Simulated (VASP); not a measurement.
A run of VASP 6.6.1 is set up as follows.

The input INCAR:

```
SYSTEM = Pb
ALGO = Fast
EDIFF = 1E-7
ENCUT = 520
GGA = PE
ISIF = 2
ISMEAR = -1
LASPH = .True.
LCHARG = .True.
LELF = .True.
LREAL = .False.
LVHAR = .True.
LWAVE = .False.
NBANDS = 13
NELM = 100
PREC = Accurate
SIGMA = 0.05
```

Contents of KPOINTS:

```
k-points
0
Gamma
  13 13 13
  0 0 0
```

POSCAR

```
Pb
1.0
    3.2517279272      0.0000000000      0.0000000000
    0.0000000000      3.2517279272      0.0000000000
    0.0000000000      0.0000000000      3.2517279272
Pb
1
Direct
    0.0000000000      0.0000000000      0.0000000000
```

Potentials or basis: VASP PAW PBE potentials, release 64 (Pb_d).

The run is started by

```bash
$ cat potpaw_PBE.64/Pb_d/POTCAR > POTCAR
$ mpirun -np 1 vasp_std > vasp.out
```

Problem. Predict the band gap on the k mesh.

Solution. None (metal or under the smearing width).

Problem. What does it give for the pressure?

Solution. -0.1 GPa.

The run has no spin-orbit coupling, so splittings on Pb are missing.
